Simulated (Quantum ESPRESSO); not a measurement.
Wanted: an ASE script for a Quantum ESPRESSO 7.5 run.

```yaml
Task: single point
Functional: PBEsol
Potentials_or_basis: GBRV 1.5 PBEsol
Cutoff: 762 eV
Density_cutoff: 6095 eV
k_mesh: 10 × 8 × 7
Occupations: fermi-dirac, width 0.05 eV
Spin: no spin polarisation
Mixing_beta: 0.5
Most_SCF_iterations: 120
SCF_threshold: 4e-10 Ry
```

The system is Ga.

```xyz
2
Lattice="2.7784 0.0000 0.0000 0.0000 3.2816 0.0000 -1.3434 0.0000 3.9903" Properties=species:S:1:pos:R:3 pbc="T T T"
Ga   -0.6607    2.4612    3.0732
Ga    2.0957    0.8204    0.9171
```

This isn't the form of Ga at room conditions, which is orthorhombic.

One way to write it, as run:

run.py

```python
import numpy as np
from ase.calculators.espresso import Espresso, EspressoProfile
from ase import Atoms

atoms = Atoms(['Ga', 'Ga'],
              cell=[[2.7784220849, 0.0, 0.0], [0.0, 3.28160879, 0.0], [-1.3434310986, 0.0, 3.9902731763]],
              scaled_positions=[[0.13459627, 0.75, 0.77016683], [0.86540373, 0.25, 0.22983317]],
              pbc=True)

input_data = {
    'control': {'calculation': 'scf', 'prefix': 'pwscf', 'outdir': './tmp', 'tprnfor': True, 'tstress': True, 'disk_io': 'nowf'},
    'system': {'ecutwfc': 56.0, 'ecutrho': 448.0, 'nbnd': 27, 'occupations': 'smearing', 'smearing': 'fd', 'degauss': 0.00367493},
    'electrons': {'conv_thr': 4e-10, 'electron_maxstep': 120, 'mixing_beta': 0.5},
}
pseudopotentials = {'Ga': 'ga_pbesol_v1.4.uspp.F.UPF'}
profile = EspressoProfile(command='mpirun -n 2 pw.x -nk 2', pseudo_dir='pseudo')
dft = Espresso(profile=profile, input_data=input_data, pseudopotentials=pseudopotentials, kpts=(10, 8, 7), koffset=(0, 0, 0))
atoms.calc = dft

print(f'energy {atoms.get_potential_energy():.8f} eV')
print('forces (eV/A)')
print(np.round(atoms.get_forces(), 6))
print('stress (eV/A^3, Voigt)')
print(np.round(atoms.get_stress(), 8))
print(f'Fermi level {dft.get_fermi_level():.4f} eV')
```

Potentials or basis: GBRV 1.5 PBEsol.

The run is started by

```sh
$ OMP_NUM_THREADS=1 python run.py
```

It gave:

| Item | Value |
| --- | --- |
| Pressure | -0.6 GPa |
| Largest force | 0.074 eV/Å |
| Band gap on the k mesh | none (metal or under the smearing width) |

Wall time 59 s on 2 MPI ranks on Arm Neoverse V2, on a shared host, peak memory 0.36 GiB a rank.
